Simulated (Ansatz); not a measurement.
# BAs (F-43m): equation of state, part 2 of 2

How stiff is BAs (F-43m)? Energies and pressures are computed at volumes on both sides of the relaxed cell and fitted.

Ansatz 0.2.0; DFT PBE, scalar-relativistic, plane waves, PAW. The steps go on from the part before.

**5. Scaling the volume by 1.040**

Contents of input.yaml:

```yaml
crystal:
  lattice:
    - [0.0, 2.4353871128, 2.4353871128]
    - [2.4353871128, 0.0, 2.4353871128]
    - [2.4353871128, 2.4353871128, 0.0]
  atoms:
    - { symbol: B, position: [0.0, 0.0, 0.0] }
    - { symbol: As, position: [0.75, 0.75, 0.75] }
basis:
  ecutwfc: 420
  ecutrho_ratio: 4
kpoints:
  mp_grid: { grid: [12, 12, 12] }
hamiltonian:
  xc: pbe
scf:
  occupations: { method: gaussian, width: 0.05 }
output:
  forces: true
  stress: true
  eigenvalues: true
  write_density: true
  write_potential: true
  elf: true
  volumetric_format: npy
```

The run is started by

```sh
$ ansatz run input.yaml --threads 4 --pin off --max-ram 7168MiB --backend cpu --events-out ev --progress --plain --runs-dir out
```

Standard output:

```text
Warning: RAYON_NUM_THREADS=4 ignored (pool sized by the plan → 4); use --threads N
Engine: ansatz 0.2.0, aarch64-unknown-linux-gnu
Pseudopotentials: kind: paw
Pseudopotential: B, paw, valence charge 3, recommended cutoff 420 eV (normal), B.paw.azcp
Pseudopotential: As, paw, valence charge 15, recommended cutoff 420 eV (normal), As.paw.azcp
Functional definition: PBE
  parameter kappa = 0.804
  parameter beta = 0.06672455060314922
  exchange = pbe_x(kappa = kappa, mu = beta*pi^2/3)
  correlation = pbe_c(beta = beta)
Crystal: 2 atoms, lattice volume = 28.889 Å³
Basis set: ecut = 420 eV, 537 PW (Γ), exchange–correlation on 48×48×48 points (8 copies of the dense FFT grid, shifted against one another)
Bands: 13, of which v1, the nominal top of the filled ones, is band 9 counted from 1 (8 counted from 0)
Symmetry: 24 space group operations
Space group: F-43m (ITA 216), of the structure as read, at distance tolerance 3.1e-5 Å
k-points: 72 of 1728 (time reversal used)
Non-local potential: B, projectors of the file, l = 0: 2, l = 1: 2, l = 2: 1
Non-local potential: As, projectors of the file, l = 0: 2, l = 1: 2, l = 2: 3, l = 3: 1
PAW form: soft (Blöchl's): semilocal exchange-correlation on the pseudo side does not see the compensation charge
PAW one-centre angular grid: B, 110 points (default); XC on 64 Gauss nodes
PAW one-centre angular grid: As, 590 points (default); XC on 64 Gauss nodes
Initial density: superposition of atomic densities (neutral atoms: chi_scale 0, normalization atom), corrected by the library's trained network
Initial wavefunctions: pseudopotential atomic-orbital guess
Functional: x = pbe(κ = 0.804, μ = 0.2195149727645171), c = pbe(β = 0.06672455060314922)
SCF iter   1: F=—  HF=-5012.089230 eV  |F-HF|=—  |Δ(HF+E_count)|=         —  Δρ=6.53e-4  dr2=3.39e-5  ethr=1.77e-3  ⟨swp⟩=5.4  Hψ=5422  notcnv=0
preconditioner: auto → none  [insulator: Δε(μ)=1.251 eV  Ē_g=11.957 eV  σ=0.050 eV  W_gap=1.00  n_scr=8 (ndim 8)  ℏωp=19.5 eV  f_vac=0.002  D(μ)=0.00/eV (n_scr^D=0)  ε∞_Penn≈3.7]
SCF iter   2: F=—  HF=-5012.089175 eV  |F-HF|=—  |Δ(HF+E_count)|=   5.50e-5  Δρ=4.03e-4  dr2=2.95e-5  ethr=1.88e-7  ⟨swp⟩=2.2  Hψ=2182  notcnv=0
SCF iter   3: F=—  HF=-5012.089192 eV  |F-HF|=—  |Δ(HF+E_count)|=   1.76e-5  Δρ=2.22e-4  dr2=2.84e-6  ethr=1.64e-7  ⟨swp⟩=3.0  Hψ=1603  notcnv=0
SCF iter   4: F=—  HF=-5012.089216 eV  |F-HF|=—  |Δ(HF+E_count)|=   2.32e-5  Δρ=6.41e-5  dr2=1.83e-6  ethr=1.58e-8  ⟨swp⟩=2.0  Hψ=1584  notcnv=0
SCF iter   5: F=—  HF=-5012.089215 eV  |F-HF|=—  |Δ(HF+E_count)|=   8.72e-7  Δρ=2.47e-5  dr2=2.71e-7  ethr=1.02e-8  ⟨swp⟩=2.8  Hψ=1697  notcnv=0
SCF iter   6: F=-5012.089215 eV  HF=-5012.089215 eV  |F-HF|=4.07e-8  |Δ(HF+E_count)|=   1.00e-7  Δρ=9.02e-6  dr2=3.40e-8  ethr=5.56e-10  ⟨swp⟩=7.0  Hψ=4781  notcnv=0
SCF 1 converged in 6 iterations: F = -5012.089215 eV  dr2 = 3.40e-8
SCF converged after 6 iterations
Free energy (F): -5012.089215 eV
Harris-Foulkes:  -5012.089215 eV  (|F-HF|=4.07e-8)
Internal energy: -5012.089215 eV  (E = F + TS)
E sigma→0 (E₀):  -5012.089215 eV
Fermi energy:    10.842574 eV
--- Per-component energies (eV) ---
  E_band       = -224.023266
  E_kinetic    = 149.587291
  E_local      = -1744.770807  (includes V_loc(G=0)·N_el)
  E_nonlocal   = -657.890832
  E_hartree    = 959.283337
  E_xc         = -110.514820
  E_vxc        = -116.450996  (∫ρ·V_xc dr)
  E_paw        = -1915.233751  (= ΣΔE_a)
  E_vpaw       = 226.942557  (= ΣTr[D̂ρ^β])
  E_aug_tail   = 0.000008  (compensation charges beyond the density's cutoff)
  E_ewald      = -1692.549640
  E_smearing   = -0.000000  (= −TS)
  E_closure    = -0.000000  (closes the sum)
  Σ components = -5012.089215   (vs F -5012.089215, Δ=0.00e0)
--- Forces (eV/Å), atoms counted from 1 ---
  atom   1  B     -0.00000000     0.00000000    -0.00000000
  atom   2  As     0.00000000     0.00000000    -0.00000000
  max |Σ_I F_I| component: 5.92e-16 eV/Å
--- Stress (GPa, compression-positive) ---
       -4.625614      -0.000000      -0.000000
       -0.000000      -4.625614       0.000000
       -0.000000       0.000000      -4.625614
  P = ⅓ Tr σ = -4.6256 GPa (-46.256 kbar)
--- Band table (eV; the first three rows and the last of 72) ---
  k-point 0: bands = ["-25.5215", "-25.5215", "-25.5215", "-25.5037", "-25.5037", "-4.6672", "10.2180", "10.2180", "10.2180", "13.4281", "13.4281", "13.4281", "14.1646"]
  k-point 1: bands = ["-25.5213", "-25.5210", "-25.5210", "-25.5037", "-25.5037", "-4.5591", "9.1987", "10.0143", "10.0143", "13.4597", "13.6977", "13.6977", "14.9169"]
  k-point 2: bands = ["-25.5208", "-25.5200", "-25.5200", "-25.5036", "-25.5036", "-4.2388", "7.3504", "9.5795", "9.5795", "13.2443", "14.2666", "14.2666", "16.3644"]
  k-point 71: bands = ["-25.5188", "-25.5158", "-25.5092", "-25.5057", "-25.5012", "-0.6516", "2.4270", "5.0842", "5.3652", "15.4674", "15.8442", "16.9021", "16.9060"]
```

It took 1 s on 4 threads of Arm Neoverse V2, shared host; peak memory 0.32 GiB.

Read off: volume 14.445 Å³/atom, pressure -4.63 GPa, mesh gap 1.25 eV.

Axes a, b and c in the maps are those of this run's conventional cell (a, b, c = 4.871, 4.871, 4.871 Å).

Density in a lattice plane of the grid's cell (edges 4.87 and 4.87 Å, at 0.000 of the third edge), which holds B.

Ten even steps from '0' (0.04 e/Å³) to '9' (0.64 e/Å³):
```
689864211000000011246898
999754321000000012345799
776654321110001112345677
444443322211111222334444
223333333332223333333332
111222334444444443322211
001112345667777654321110
000012345799999754321000
000011246898689864211000
000001246996369964210000
000011246898689864211000
000012345799999754321000
001112345677776654321110
111222334444444443322211
223333333332223333333332
444443322211111222334444
777654321110001112345667
999754321000000012345799
689864211000000011246898
369964210000000001246996
```
Columns run along the first of these edges and rows up along the second, over one cell in 24 and 20 even steps from the bottom left corner. Atoms in the plane (fractional): B at (0.00, 0.00), B at (0.50, 0.50).

ELF in the same plane.

Values, 12 rows by 12 columns:
```
0.21 0.53 0.69 0.47 0.19 0.06 0.03 0.06 0.19 0.47 0.69 0.53
0.61 0.69 0.68 0.51 0.33 0.19 0.13 0.19 0.33 0.51 0.68 0.69
0.40 0.47 0.51 0.48 0.51 0.47 0.40 0.47 0.51 0.48 0.51 0.47
0.13 0.19 0.33 0.51 0.68 0.69 0.61 0.69 0.68 0.51 0.33 0.19
0.03 0.06 0.19 0.47 0.69 0.53 0.21 0.53 0.69 0.47 0.19 0.06
0.02 0.03 0.13 0.40 0.61 0.21 0.02 0.21 0.61 0.40 0.13 0.03
0.03 0.06 0.19 0.47 0.69 0.53 0.21 0.53 0.69 0.47 0.19 0.06
0.13 0.19 0.33 0.51 0.68 0.69 0.61 0.69 0.68 0.51 0.33 0.19
0.40 0.47 0.51 0.48 0.51 0.47 0.40 0.47 0.51 0.48 0.51 0.47
0.61 0.69 0.68 0.51 0.33 0.19 0.13 0.19 0.33 0.51 0.68 0.69
0.21 0.53 0.69 0.47 0.19 0.06 0.03 0.06 0.19 0.47 0.69 0.53
0.02 0.21 0.61 0.40 0.13 0.03 0.02 0.03 0.13 0.40 0.61 0.21
```
Columns run along the first of these edges and rows up along the second, over one cell in 12 and 12 even steps from the bottom left corner. Atoms in the plane (fractional): B at (0.00, 0.00), B at (0.50, 0.50).

Both are smooth fields of the valence electrons: close to the nuclei they are not physical.

Maxima of ELF outside the ion cores: 0.90 on the B–As line, 0.9 Å from B.

ELF in the plane through atom 1 (B) and two of its nearest As neighbours, 7.2 Å on a side, that atom in the middle and its first bond to the right.

Ten even steps from ' ' (0.01) to '@' (0.90):
```
::--++**++::        ....          ..==**==::::**@@
####%%%%**--..::--======--..      ..--++****++++**
%%@@@@%%**++++++++********==..      ..--==----::..
####++--++%%%%##++--::==**++::          ..        
++::    ==@@@@##==..::::++++--                    
**++--::++%%@@##++--::==**++--        ....        
++****++++++********##%%%%##==::::----======::..  
::------::....--++%%@@@@@@##******++********++::  
  ..          ..--**##**--==##@@%%**==::--++++==..
                ::====    ..%%@@%%++::::..==++==..
......          ::++**==::--##@@%%**--::==****==..
======--..      ::==****++++++++******##%%%%%%++::
******++--..    ..::------::....::==##@@@@@@%%****
::--++**==..                      ::++##**----**@@
::..==**==::                      ..==++::    **@@
::--****++::      ......          ..==**++--::**@@
##%%%%%%**--::::--======--::      ..--++****++++++
%%@@@@%%******************==..      ..::----::....
****==::++%%@@##++--::==**++--                    
```
Atoms in the plane (Å from the middle): As (-0.7, 2.0), As (2.1, 0.0), As (-3.5, -2.0), B (-2.8, 2.0), B (0.0, 0.0), B (2.8, -2.0).

**6. The fit**

Energies have the smearing extrapolated to zero and count from the lowest point.

| volume (Å³/atom) | energy (meV/atom) | pressure (GPa) | gap (eV) |
| --- | --- | --- | --- |
| 13.333 | 10.33 | 6.01 | 1.17 |
| 13.611 | 2.63 | 2.93 | 1.19 |
| 13.889 | 0.00 | 0.15 | 1.21 |
| 14.167 | 1.96 | -2.36 | 1.23 |
| 14.445 | 8.05 | -4.63 | 1.25 |

volume (Å³/atom), energy (meV/atom) and a bar:
```
    13.33       10.3 ##############################
    13.61        2.6 ########
    13.89        0.0 
    14.17        2.0 ######
    14.44        8.0 #######################
```

**7. Outcome**

The summary covers parts 1 to 2.

| quantity | value |
| --- | --- |
| V0 | 13.905 Å³/atom |
| B0 | 131 GPa |
| B0′ | 4.1 |
| scatter of the fit | 0.001 meV/atom |

In words: The fitted minimum lies at 13.90 Å³/atom, and the bulk modulus is 131 GPa. One per cent of compression takes about 1.3 GPa. A measured bulk modulus of BAs is 148 GPa (quoted in “Basic Physical Properties of Cubic Boron Arsenide”, 2019, arxiv:1911.11281); the calculated 131 GPa misses it by -11.2 %. The gap on the mesh opens from 1.17 to 1.25 eV as the cell expands over this range. These are values at 0 K without zero-point motion.
